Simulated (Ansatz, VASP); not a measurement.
Two plane-wave programs on BN

```
B N
1.0
     2.50612    0.00000    0.00000
    -1.25306    2.17037    0.00000
     0.00000    0.00000   30.19471
B N
5 5
Cartesian
  0.0000 0.0000 8.5000
  0.0000 1.4469 11.7987
  0.0000 0.0000 15.0974
  0.0000 1.4469 18.3960
  0.0000 0.0000 21.6947
  1.2531 0.7235 8.5000
  0.0000 0.0000 11.7987
  1.2531 0.7235 15.0974
  0.0000 0.0000 18.3960
  1.2531 0.7235 21.6947
```

Alike in both runs: functional PBE; dispersion D3(BJ); k mesh 12 × 12 × 1; occupations gaussian, width 0.05 eV; no spin polarisation.

Ansatz relaxed the structure, and its values are those at the end. VASP's run is a single point on that final structure, the one shown.

|  | VASP | Ansatz |
| --- | --- | --- |
| version | VASP 6.6.1 | Ansatz 0.2.0 |
| potentials or method | VASP PAW PBE potentials, release 64 (B, N) | scalar-relativistic, plane waves, PAW |
| plane-wave cutoff (eV) | 520 | 420 |
| valence electrons in the cell | 40 | 40 |

|  | VASP | Ansatz | Ansatz less VASP |
| --- | --- | --- | --- |
| gap on the k mesh at the Fermi level (eV) | 4.35 | 4.35 | +0.007 |
| least direct gap on the mesh (eV) | 4.44 | 4.44 | +0.003 |
| rms of the force components (eV/Å) | 0.009 | 0.009 | -0.0001 |

Ansatz warned: «published_levels_not_confirmed».
